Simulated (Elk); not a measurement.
A self-consistent single point of LiI (Fm-3m, 2 atoms in the cell) with Elk

Computed with Elk with PBE, all-electron FP-LAPW, Elk's shipped species files, APW+lo basis with extra local orbitals.

Input as run:

```
tasks
  0

xctype
  20

rgkmax
  8.0

gmaxvr
  14.0

nxlo
  2

lorbcnd
  .true.

lmaxi
  2

stype
  0

swidth
  0.0001

scale
  1.889726125

avec
    0.0000000000    2.9274760000    2.9274760000
    2.9274760000    0.0000000000    2.9274760000
    2.9274760000    2.9274760000    0.0000000000

sppath
  'species/'

atoms
  2   : nspecies
  'Li.in'   : spfname
  1   : natoms; atposl, bfcmt below
  0.0000000000  0.0000000000  0.0000000000    0.0 0.0 0.0
  'I.in'   : spfname
  1   : natoms; atposl, bfcmt below
  0.5000000000  0.5000000000  0.5000000000    0.0 0.0 0.0

ngridk
  8 8 8
```

Output (repeated stretches shortened):

```
│ Elk code version 10.2.4 │

All units are atomic (Hartree, Bohr, etc.)

│ Ground-state run starting from atomic densities │

Lattice vectors :
   0.000000000       5.532127878       5.532127878
   5.532127878       0.000000000       5.532127878
   5.532127878       5.532127878       0.000000000

Unit cell volume      :    338.6153387
Brillouin zone volume :   0.7325427560

Muffin-tin inner radius fraction :   0.1000000000E-01

Nuclei treated as point charges

Species :    1 (Li)
 parameters loaded from : Li.in
 name : lithium
 nuclear charge    :   -3.000000000
 electronic charge :    3.000000000
 atomic mass :    12652.66897
 muffin-tin radius :    1.800000000
 number of radial points in muffin-tin :    297
 atomic positions (lattice), magnetic fields (Cartesian) :
   1 :   0.00000000  0.00000000  0.00000000    0.00000000  0.00000000  0.00000000

Species :    2 (I)
 parameters loaded from : I.in
 name : iodine
 nuclear charge    :   -53.00000000
 electronic charge :    53.00000000
 atomic mass :    231332.6970
 muffin-tin radius :    2.600000000
 number of radial points in muffin-tin :    597
 atomic positions (lattice), magnetic fields (Cartesian) :
   1 :   0.50000000  0.50000000  0.50000000    0.00000000  0.00000000  0.00000000

Total number of atoms per unit cell :    2

Spin treatment :
 spin-unpolarised

Number of Bravais lattice symmetries :   48
Number of crystal symmetries         :   48
Crystal has inversion symmetry
Real symmetric eigensolver will be used

k-point grid :      8     8     8
k-point offset :    0.000000000       0.000000000       0.000000000
k-point set is reduced with full crystal symmetry group
Total number of k-points :       29

Muffin-tin radius times maximum |G+k| :    8.000000000
 using average radius
Maximum |G+k| for APW functions       :    3.636363636
Maximum (1/2)|G+k|²                   :    6.611570248
Maximum |G| for potential and density :    14.00000000
 potential will be trimmed for |G| > 2 gkmax
Constant for pseudocharge density :    9
Radial integration step length :    4

G-vector grid sizes :     35    35    35
Number of G-vectors :    15593

Maximum angular momentum used for
 APW functions                      :    8
 outer part of muffin-tin           :    6
 inner part of muffin-tin           :    2

Total nuclear charge    :   -56.00000000
Total core charge       :    36.00000000
Total valence charge    :    20.00000000
Total excess charge     :    0.000000000
Total electronic charge :    56.00000000

Effective Wigner radius, rₛ :    1.130168843

Number of empty states         :    8
Total number of valence states :   18
Total number of core states    :   36

Conduction state local-orbitals added automatically
Total number of local-orbitals :  146

Exchange-correlation functional :     20     0     0
 Perdew-Burke-Ernzerhof, Phys. Rev. Lett. 77, 3865 (1996)
 gradient requirement :    1
 generalised gradient approximation (GGA)

Smearing type :    0
 Gaussian
Smearing width :   0.1000000000E-03
Effective electronic temperature (K) :    31.57750248

Mixing type :    3
 Broyden mixing, J. Phys. A: Math. Gen. 17, L317 (1984)

Kohn-Sham potential initialised from atomic data

│ Self-consistent loop started │
│ Loop number : 1 │
 total energy                :     -7131.11326201
│ Loop number : 2 │
 total energy                :     -7131.09879276
RMS change in Kohn-Sham potential (target) :    15.78418425     (  0.1000000000E-05)
Absolute change in total energy (target)   :   0.1446924759E-01 (  0.1000000000E-03)
│ Loop number : 3 │
 total energy                :     -7129.26663508
RMS change in Kohn-Sham potential (target) :    8.169148445     (  0.1000000000E-05)
Absolute change in total energy (target)   :    1.835774993     (  0.1000000000E-03)
│ Loop number : 4 │
 total energy                :     -7127.78940089
RMS change in Kohn-Sham potential (target) :    2.945474529     (  0.1000000000E-05)
Absolute change in total energy (target)   :    1.936177934     (  0.1000000000E-03)
│ Loop number : 5 │
 total energy                :     -7127.13396098
RMS change in Kohn-Sham potential (target) :   0.8281267038     (  0.1000000000E-05)
Absolute change in total energy (target)   :    1.139484394     (  0.1000000000E-03)
│ Loop number : 6 │
 total energy                :     -7126.90316334
RMS change in Kohn-Sham potential (target) :   0.1883057639     (  0.1000000000E-05)
Absolute change in total energy (target)   :   0.5156687473     (  0.1000000000E-03)
│ Loop number : 7 │
 total energy                :     -7126.81912592
RMS change in Kohn-Sham potential (target) :   0.1653669957E-01 (  0.1000000000E-05)
Absolute change in total energy (target)   :   0.2129546028     (  0.1000000000E-03)
│ Loop number : 8 │
 total energy                :     -7126.80042436
RMS change in Kohn-Sham potential (target) :   0.7191393116E-02 (  0.1000000000E-05)
Absolute change in total energy (target)   :   0.7194020675E-01 (  0.1000000000E-03)
│ Loop number : 9 │
 total energy                :     -7126.78717532
RMS change in Kohn-Sham potential (target) :   0.1410200064E-02 (  0.1000000000E-05)
Absolute change in total energy (target)   :   0.3123409862E-01 (  0.1000000000E-03)
│ Loop number : 10 │
 total energy                :     -7126.78479672
RMS change in Kohn-Sham potential (target) :   0.4672395081E-03 (  0.1000000000E-05)
Absolute change in total energy (target)   :   0.1018711680E-01 (  0.1000000000E-03)
│ Loop number : 11 │
 total energy                :     -7126.78353436
RMS change in Kohn-Sham potential (target) :   0.4437438256E-04 (  0.1000000000E-05)
Absolute change in total energy (target)   :   0.3809138799E-02 (  0.1000000000E-03)
│ Loop number : 12 │
 total energy                :     -7126.78337711
RMS change in Kohn-Sham potential (target) :   0.1524673022E-04 (  0.1000000000E-05)
Absolute change in total energy (target)   :   0.1109540319E-02 (  0.1000000000E-03)
│ Loop number : 13 │
 total energy                :     -7126.78328492
RMS change in Kohn-Sham potential (target) :   0.1469341817E-05 (  0.1000000000E-05)
Absolute change in total energy (target)   :   0.3695764262E-03 (  0.1000000000E-03)
│ Loop number : 14 │
 total energy                :     -7126.78326945
RMS change in Kohn-Sham potential (target) :   0.8973913411E-06 (  0.1000000000E-05)
Absolute change in total energy (target)   :   0.1078619025E-03 (  0.1000000000E-03)
│ Loop number : 15 │
 total energy                :     -7126.78326074
RMS change in Kohn-Sham potential (target) :   0.2043606841E-06 (  0.1000000000E-05)
Absolute change in total energy (target)   :   0.3568026659E-04 (  0.1000000000E-03)
Convergence targets achieved

│ Loop number : 16 │

Energies :
 Fermi                       :     0.995356826288E-01
 sum of eigenvalues          :     -4341.44340441
 electron kinetic            :      7552.82649142
 core electron kinetic       :      7355.42695517
 Coulomb                     :     -14495.9298171
 Coulomb potential           :     -11654.6475428
 nuclear-nuclear             :     -530.333850008
 electron-nuclear            :     -16276.5443913
 Hartree                     :      2310.94842425
 Madelung                    :     -8668.60604566
 xc potential                :     -239.622353012
 exchange                    :     -180.760183735
 correlation                 :     -2.91974714428
 total energy                :     -7126.78325653

Density of states at Fermi energy :   0.8534858343E-05
 (states/Hartree/unit cell)

Estimated indirect band gap :   0.1554614110
 from k-point     12 to k-point     21
Estimated direct band gap   :   0.1665676346
 at k-point      1

Charges :
 core                        :    36.00000000
 valence                     :    20.00000000
 interstitial                :    2.904417067
 muffin-tins (core leakage)
  species :    1 (Li)
   atom    1                 :    2.099820416     (   0.000000000    )
  species :    2 (I)
   atom    1                 :    50.99576252     (  0.2020184678E-03)
 total in muffin-tins        :    53.09558293
 total calculated charge     :    55.99667254
 total charge                :    56.00000000
 error                       :   0.3327458741E-02

│ Self-consistent loop stopped │
```

The run converged in 16 iterations. The count includes the last loop, which Elk runs after its targets are met.

The starting cell comes from a database of computed structures (which also holds hypothetical and non-ambient phases and stackings), without a prior relaxation at this level. Its lattice was rescaled by a random factor within 2.5 % of one. Spin-orbit coupling is off. Values depend on the basis (sphere radii, cutoffs, local orbitals), which need not be converged.
